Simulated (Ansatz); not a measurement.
**Stress against strain in AlN**

```
CELL_PARAMETERS angstrom
0.00000 1.97800 1.97800
1.97800 0.00000 1.97800
1.97800 1.97800 0.00000
ATOMIC_POSITIONS crystal
Al 0.00000 0.00000 0.00000
N 0.50000 0.50000 0.50000
```

Atoms are numbered in the order listed.

The cell comes from COD entry 1523095, which wasn't checked; take it as a given geometry.

Level of theory: DFT, PBE, all-electron LAPW, scalar-relativistic (Ansatz 0.2.0).

The runs use a Γ-centred 10×10×10 k mesh, Fermi–Dirac smearing of 0.02 eV, basis error target 1 meV/atom, no spin polarisation.

The strain is applied along the Cartesian axes of the cell as listed (the other components stay zero). Fractional coordinates are held (clamped ions).

σ is the change of stress from the unstrained cell, which is at 25.5 GPa; tension is positive, so slopes are stress–strain coefficients at that pressure.

Only quantities that a quadratic follows smoothly over the whole series are listed; rougher ones are left out.

```
    εzz  σzz (GPa)  σxx (GPa)
-0.0300     -22.14      -6.62
-0.0200     -13.97      -4.33
 0.0000       0.00       0.00
 0.0100       5.94       2.04
 0.0200      11.27       4.00
 0.0300      16.03       5.89
```

Fit the series and read off the stiffness at zero strain.

Least-squares fits y = p0 + p1 x + p2 x² to the rows give σzz (GPa): p1 = 634, p2 = -3400; σxx (GPa): p1 = 208, p2 = -400. So C11 = 634 GPa and C12 = 208 GPa, which gives B = (C11 + 2 C12)/3 = 350 GPa.

One run, at εzz = -0.0100, is withheld. Predict its row.

The fits give -6.70, -2.13; the run gave -6.61, -2.12.
